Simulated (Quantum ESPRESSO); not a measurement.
# SnTe (Fm-3m) in Quantum ESPRESSO: single point with PBEsol

Aim: the single point of SnTe with PBEsol.

All numbers are computed with Quantum ESPRESSO 7.5; they aren't measurements. Logs are shortened: lines on timing, memory, paths and dates and some standing lists are left out, and cuts for length are marked.

## (1) The structure

Symmetry: Fm-3m, No. 225, cubic system. Conventional cell: a = 6.302 Å, b = 6.302 Å, c = 6.302 Å, α = 90.00°, β = 90.00°, γ = 90.00°. Around Te (site symmetry m-3m) lie 6 Sn at 3.15 Å. Sn (site symmetry m-3m) is surrounded by 6 Te at 3.15 Å.

## (2) Single point, PBEsol

run.py reads:

```python
import numpy as np
from ase.calculators.espresso import Espresso, EspressoProfile
from ase import Atoms

atoms = Atoms(['Te', 'Sn'],
              cell=[[0.0, 3.15085, 3.15085], [3.15085, 0.0, 3.15085], [3.15085, 3.15085, 0.0]],
              scaled_positions=[[0.5, 0.5, 0.5], [0.0, 0.0, 0.0]],
              pbc=True)

input_data = {
    'control': {'calculation': 'scf', 'prefix': 'pwscf', 'outdir': './tmp', 'tprnfor': True, 'tstress': True, 'disk_io': 'nowf'},
    'system': {'ecutwfc': 68.0, 'ecutrho': 544.0, 'nbnd': 16, 'occupations': 'smearing', 'smearing': 'fd', 'degauss': 0.00367493},
    'electrons': {'conv_thr': 4e-10, 'electron_maxstep': 120, 'mixing_beta': 0.5},
}
pseudopotentials = {'Sn': 'sn_pbesol_v1.4.uspp.F.UPF', 'Te': 'te_pbesol_v1.uspp.F.UPF'}
profile = EspressoProfile(command='mpirun -n 2 pw.x -nk 2', pseudo_dir='pseudo')
dft = Espresso(profile=profile, input_data=input_data, pseudopotentials=pseudopotentials, kpts=(7, 7, 7), koffset=(0, 0, 0))
atoms.calc = dft

print(f'energy {atoms.get_potential_energy():.8f} eV')
print('forces (eV/A)')
print(np.round(atoms.get_forces(), 6))
print('stress (eV/A^3, Voigt)')
print(np.round(atoms.get_stress(), 8))
print(f'Fermi level {dft.get_fermi_level():.4f} eV')
```

Potentials or basis: GBRV 1.5 PBEsol.

The run is started by

```bash
> OMP_NUM_THREADS=1 python run.py
```

The program printed:

```text
energy -2522.45540116 eV
forces (eV/A)
[[0. 0. 0.]
 [0. 0. 0.]]
stress (eV/A^3, Voigt)
[0.00394349 0.00394349 0.00394349 0.         0.         0.        ]
Fermi level 8.0841 eV
```

espresso.pwi:

```text
&CONTROL
   calculation      = 'scf'
   tstress          = .true.
   tprnfor          = .true.
   outdir           = './tmp'
   prefix           = 'pwscf'
   disk_io          = 'nowf'
   pseudo_dir       = 'pseudo'
/
&SYSTEM
   nbnd             = 16
   ecutwfc          = 68.0
   ecutrho          = 544.0
   occupations      = 'smearing'
   degauss          = 0.00367493
   smearing         = 'fd'
   ntyp             = 2
   nat              = 2
   ibrav            = 0
/
&ELECTRONS
   electron_maxstep = 120
   conv_thr         = 4e-10
   mixing_beta      = 0.5
/
&IONS
/
&CELL
/
&FCP
/
&RISM
/
ATOMIC_SPECIES
Te 127.6 te_pbesol_v1.uspp.F.UPF
Sn 118.71 sn_pbesol_v1.4.uspp.F.UPF

K_POINTS automatic
7 7 7  0 0 0

CELL_PARAMETERS angstrom
0.00000000000000 3.15085000000000 3.15085000000000
3.15085000000000 0.00000000000000 3.15085000000000
3.15085000000000 3.15085000000000 0.00000000000000

ATOMIC_POSITIONS angstrom
Te 3.1508500000 3.1508500000 3.1508500000  
Sn 0.0000000000 0.0000000000 0.0000000000
```

espresso.pwo:

```text
This program is part of the open-source Quantum ESPRESSO suite
     for quantum simulation of materials; please cite
         "P. Giannozzi et al., J. Phys.:Condens. Matter 21 395502 (2009);
         "P. Giannozzi et al., J. Phys.:Condens. Matter 29 465901 (2017);
         "P. Giannozzi et al., J. Chem. Phys. 152 154105 (2020);
     in publications or presentations arising from this work. More details at

Warning: card &CELL ignored
Warning: card &FCP ignored
Warning: card &RISM ignored

     Message from routine setup:
     using ibrav=0 with symmetry is DISCOURAGED, use correct ibrav instead

     K-points division:     npool     =       2
     Subspace diagonalization in iterative solution of the eigenvalue problem:
     a serial algorithm will be used

     G-vector sticks info
     --------------------
     sticks:   dense  smooth     PW     G-vecs:    dense   smooth      PW
     Sum        2665    1333    379                90249    31951    5029

     Using Slab Decomposition

     bravais-lattice index     =            0
     lattice parameter (alat)  =       8.4206  a.u.
     unit-cell volume          =     422.1918 (a.u.)^3
     number of atoms/cell      =            2
     number of atomic types    =            2
     number of electrons       =        20.00
     number of Kohn-Sham states=           16
     kinetic-energy cutoff     =      68.0000  Ry
     charge density cutoff     =     544.0000  Ry
     scf convergence threshold =      4.0E-10
     mixing beta               =       0.5000
     number of iterations used =            8  plain     mixing
     Exchange-correlation= SLA  PW   PSX  PSC
                           (   1   4  10   8   0   0   0)

     celldm(1)=   8.420572  celldm(2)=   0.000000  celldm(3)=   0.000000
     celldm(4)=   0.000000  celldm(5)=   0.000000  celldm(6)=   0.000000

     crystal axes: (cart. coord. in units of alat)
               a(1) = (   0.000000   0.707107   0.707107 )
               a(2) = (   0.707107   0.000000   0.707107 )
               a(3) = (   0.707107   0.707107   0.000000 )

[... 44 lines left out ...]
     number of k points=    20  Fermi-Dirac smearing, width (Ry)=  0.0037
                       cart. coord. in units 2pi/alat
        k(    1) = (   0.0000000   0.0000000   0.0000000), wk =   0.0058309
        k(    2) = (   0.1010153   0.1010153  -0.1010153), wk =   0.0466472
        k(    3) = (   0.2020305   0.2020305  -0.2020305), wk =   0.0466472
        k(    4) = (   0.3030458   0.3030458  -0.3030458), wk =   0.0466472
        k(    5) = (   0.2020305  -0.0000000   0.0000000), wk =   0.0349854
        k(    6) = (   0.3030458   0.1010153  -0.1010153), wk =   0.1399417
[... 12 lines left out ...]
        k(   19) = (  -0.1010153  -0.5050763   0.7071068), wk =   0.1399417
        k(   20) = (   0.0000000  -0.4040610   0.6060915), wk =   0.1399417

     Dense  grid:    90249 G-vectors     FFT dimensions: (  64,  64,  64)

     Smooth grid:    31951 G-vectors     FFT dimensions: (  45,  45,  45)

     Initial potential from superposition of free atoms

     starting charge      18.9998, renormalised to      20.0000
     Starting wfcs are   13 randomized atomic wfcs +    3 random wfcs

     Self-consistent Calculation

     iteration #  1     ecut=    68.00 Ry     beta= 0.50
     Davidson diagonalization with overlap
     ethr =  1.00E-02,  avg # of iterations =  9.4

     total energy              =    -185.23779484 Ry
     estimated scf accuracy    <       0.63395493 Ry
[... 50 lines left out ...]
     iteration #  9     ecut=    68.00 Ry     beta= 0.50
     Davidson diagonalization with overlap
     ethr =  4.58E-11,  avg # of iterations =  2.0

     End of self-consistent calculation

          k = 0.0000 0.0000 0.0000 (  4015 PWs)   bands (ev):

   -13.7705 -13.7705 -13.7630 -13.7630 -13.7630  -4.7762   3.3271   5.9288
     5.9288   5.9288  11.4841  11.4841  11.4841  12.7282  12.7282  12.7282

          k = 0.1010 0.1010-0.1010 (  3972 PWs)   bands (ev):
[... 71 lines left out ...]
   -13.7862 -13.7669 -13.7655 -13.7529 -13.7524  -3.1687   1.1136   2.5860
     4.4770   4.7236  10.6270  12.1645  12.4828  14.1064  17.3889  17.8195

          k = 0.4041 0.2020 0.0000 (  3997 PWs)   bands (ev):

   -13.7782 -13.7703 -13.7631 -13.7566 -13.7564  -3.7752   0.8683   4.3668
     5.2837   6.4041   9.6308  10.4523  11.5051  12.6739  15.6958  16.4735

          k =-0.2020-0.4041 0.6061 (  4009 PWs)   bands (ev):
[... 11 lines left out ...]
   -13.7820 -13.7702 -13.7608 -13.7578 -13.7525  -3.1411   0.5404   3.0852
     3.8063   6.8196   9.2162  12.1180  13.0379  13.3579  14.5991  18.0732

     the Fermi energy is     8.0841 ev

!    total energy              =    -185.39706864 Ry
     estimated scf accuracy    <          1.2E-10 Ry
     smearing contrib. (-TS)   =      -0.00000528 Ry
     internal energy E=F+TS    =    -185.39706336 Ry

     The total energy is F=E-TS. E is the sum of the following terms:
     one-electron contribution =     -71.18843282 Ry
     hartree contribution      =      47.36507512 Ry
     xc contribution           =     -56.87836415 Ry
     ewald contribution        =    -104.69534151 Ry

     convergence has been achieved in   9 iterations

     Forces acting on atoms (cartesian axes, Ry/au):

     atom    1 type  1   force =     0.00000000    0.00000000    0.00000000
     atom    2 type  2   force =     0.00000000    0.00000000    0.00000000

     Total force =     0.000000     Total SCF correction =     0.000000

     Computing stress (Cartesian axis) and pressure

          total   stress  (Ry/bohr**3)                   (kbar)     P=       -6.32
  -0.00004295  -0.00000000  -0.00000000           -6.32       -0.00       -0.00
  -0.00000000  -0.00004295  -0.00000000           -0.00       -6.32       -0.00
  -0.00000000  -0.00000000  -0.00004295           -0.00       -0.00       -6.32

=------------------------------------------------------------------------------=
   JOB DONE.
=------------------------------------------------------------------------------=
```

Wall time 17 s (2 MPI ranks of Arm Neoverse V2, shared host); peak memory 0.46 GiB.

Results:

```
Free energy : -2522.4556 eV
Pressure    : -0.6 GPa
```

Levels at points of the mesh, in eV from the Fermi level:
```tsv
k point	band 6	band 7	band 8	band 9	band 10	band 11	band 12	band 13	band 14	band 15
(0.00, 0.00, 0.00)	-12.86	-4.76	-2.16	-2.16	-2.16	3.40	3.40	3.40	4.64	4.64
```

Caveat: this odd mesh misses L, where the gap lies, so gap, dielectric constants and Born charges aren't listed.

## (3) The reference run

An earlier run on the cell as given: functional PBEsol; potentials or basis GBRV 1.5 PBEsol; cutoff 925 eV; density cutoff 7401 eV; k mesh 7 × 7 × 7; occupations fermi-dirac, width 0.05 eV; no spin polarisation.

- Pressure: -0.6 GPa
